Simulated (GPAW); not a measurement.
The system is SnO.

```xyz
4
Lattice="3.8137 0.0000 0.0000 0.0000 3.8137 0.0000 0.0000 0.0000 4.8869" Properties=species:S:1:pos:R:3 pbc="T T T"
Sn    1.9068    0.0000    3.7367
Sn    0.0000    1.9068    1.1503
O     0.0000    0.0000    0.0000
O     1.9068    1.9068    0.0000
```

The cell is a database's computed one.

```yaml
Program: GPAW 26.7.0
Task: relaxation of cell and atoms
Functional: PBEsol
Dispersion: D4
Potentials_or_basis: PAW data sets generated in the run's folder for this functional
Cutoff: 800 eV
Basis: pw
k_mesh: 5 × 5 × 4
Occupations: fermi-dirac, width 0.05 eV
Spin: no spin polarisation
```

At the start: pressure -2.5 GPa; volume 17.77 Å³/atom.

Q: How do energy, volume and symmetry change on relaxing?

A: Over 12 steps the energy falls by 11.0 meV/atom and the volume is 16.38 Å³/atom (-7.8 %); space group P4/nmm (No. 129, to 0.05 Å).

The path:
```tsv
step	energy change (eV)	largest force (eV/Å)	pressure (GPa)	volume (Å³)
1	0.0000	0.0190	-2.52	71.08
2	-0.0031	0.0542	-2.27	70.86
3	-0.0195	0.3368	0.23	68.65
4	-0.0224	0.2976	0.35	68.30
5	-0.0291	0.0297	0.11	67.20
6	-0.0298	0.0289	-0.02	67.01
7	-0.0315	0.1158	-0.21	66.65
8	-0.0345	0.1985	-0.38	66.15
9	-0.0392	0.2262	-0.49	65.59
10	-0.0425	0.1428	-0.35	65.37
11	-0.0438	0.0405	-0.11	65.45
12	-0.0440	0.0023	-0.01	65.52
```

Final structure:
```yaml
crystal:
  lattice:
    - [3.77199, 0.00000, 0.00000]
    - [0.00000, 3.77199, 0.00000]
    - [0.00000, 0.00000, 4.60504]
  atoms:
    - { symbol: Sn, position: [0.50000, 0.00000, 0.74947] }
    - { symbol: Sn, position: [0.00000, 0.50000, 0.25053] }
    - { symbol: O, position: [0.00000, 0.00000, 0.00000] }
    - { symbol: O, position: [0.50000, 0.50000, 0.00000] }
```

Caveat: later steps reuse the first step's grids; pairwise dispersion overbinds metals, which lowers pressure and volume.
